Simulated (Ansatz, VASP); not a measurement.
## MoS2: VASP beside Ansatz

File POSCAR:

```
MoS2
1.0
    3.2129631700      0.0000000000      0.0000000000
   -1.6064815800      2.7825031600      0.0000000000
    0.0000000000      0.0000000000     12.4949694200
Mo S
2 4
Direct
    0.3333000000      0.6667000000      0.2500000000
    0.6666000000      0.3333000000      0.7500000000
    0.3333000000      0.6667000000      0.6230000000
    0.6666000000      0.3333000000      0.1230000000
    0.3333000000      0.6667000000      0.8770000000
    0.6667000000      0.3334000000      0.3770000000
```

INCAR.step1

```
SYSTEM = MoS2
ALGO     = Normal         ! electronic algorithm
EDIFF    = 1E-4           ! SCF threshold, eV
ENCUT    = 520            ! plane-wave cutoff, eV
GGA      = PE             ! functional
ISMEAR   = -5             ! smearing method
LASPH    = .True.         ! aspherical terms in the spheres
LCHARG   = .False.        ! write CHGCAR
LREAL    = .False.        ! projectors in reciprocal space
LWAVE    = .True.         ! write WAVECAR
NBANDS   = 35             ! bands
NELM     = 100            ! most SCF steps
PREC     = Accurate       ! precision mode
SIGMA    = 0.1            ! smearing width, eV
```

Contents of INCAR.step2:

```
SYSTEM = MoS2
ALGO     = Normal         ! electronic algorithm
EDIFF    = 1E-6           ! SCF threshold, eV
ENCUT    = 520            ! plane-wave cutoff, eV
ISIF     = 2              ! what is computed and relaxed
ISMEAR   = -5             ! smearing method
ISTART   = 1            
LASPH    = .True.         ! aspherical terms in the spheres
LCHARG   = .False.        ! write CHGCAR
LMIXTAU  = .True.       
LREAL    = .False.        ! projectors in reciprocal space
LWAVE    = .False.        ! write WAVECAR
METAGGA  = R2SCAN         ! meta-GGA
NBANDS   = 35             ! bands
NELM     = 100            ! most SCF steps
PREC     = Accurate       ! precision mode
SIGMA    = 0.1            ! smearing width, eV
```

File KPOINTS:

```
k-points
0
Gamma
  6 6 2
  0 0 0
```

Input for Ansatz:

```yaml
crystal:
  lattice:
    - [3.21296317, 0.0, 0.0]
    - [-1.60648158, 2.78250316, 0.0]
    - [0.0, 0.0, 12.49496942]
  atoms:
    - { symbol: Mo, position: [0.3333, 0.6667, 0.25] }
    - { symbol: Mo, position: [0.6666, 0.3333, 0.75] }
    - { symbol: S, position: [0.3333, 0.6667, 0.623] }
    - { symbol: S, position: [0.6666, 0.3333, 0.123] }
    - { symbol: S, position: [0.3333, 0.6667, 0.877] }
    - { symbol: S, position: [0.6667, 0.3334, 0.377] }
  symmetry: { tolerance: 0.0003 }
kpoints:
  mp_grid: { grid: [6, 6, 2], shift: [0, 0, 0] }
magnetization:
  spin_polarized: false
scf:
  occupations: { method: tetrahedron_uncorrected }
hamiltonian:
  pseudopotentials: { kind: paw }
  xc: r2scan
basis:
  ecutwfc: 500
output:
  forces: true
  stress: true
  eigenvalues: true
accuracy: medium
```

Alike in both runs: task single point; functional r2SCAN; k mesh 6 × 6 × 2; no spin polarisation.

|  | VASP | Ansatz |
| --- | --- | --- |
| version | VASP 6.6.1 | Ansatz 0.2.0 |
| potentials or method | VASP PAW PBE potentials, release 64 (Mo_sv, S) | PAW plane waves |
| plane-wave cutoff (eV) | 520 | 500 |
| occupations | tetrahedron | tetrahedron-uncorrected |
| valence electrons in the cell | 52 | 52 |

|  | VASP | Ansatz | Ansatz less VASP |
| --- | --- | --- | --- |
| gap on the k mesh at the Fermi level (eV) | 1.02 | 1.01 | -0.011 |
| pressure (GPa) | -5.1 | -5.1 | -0.04 |
| largest component of the traceless stress (GPa) | 1.21 | 1.17 | -0.043 |
| rms of the force components (eV/Å) | 0.404 | 0.406 | +0.0021 |

Atom by atom the forces differ by 0.002 eV/Å (rms over components). Ansatz warned: «band_table_not_solved_further».

Caveats: the PAW data sets were made with another functional, which shifts forces and pressure a little (VASP). A k mesh can miss the band edges. r2SCAN opens gaps a little over a GGA but as a rule still falls short of measured ones.
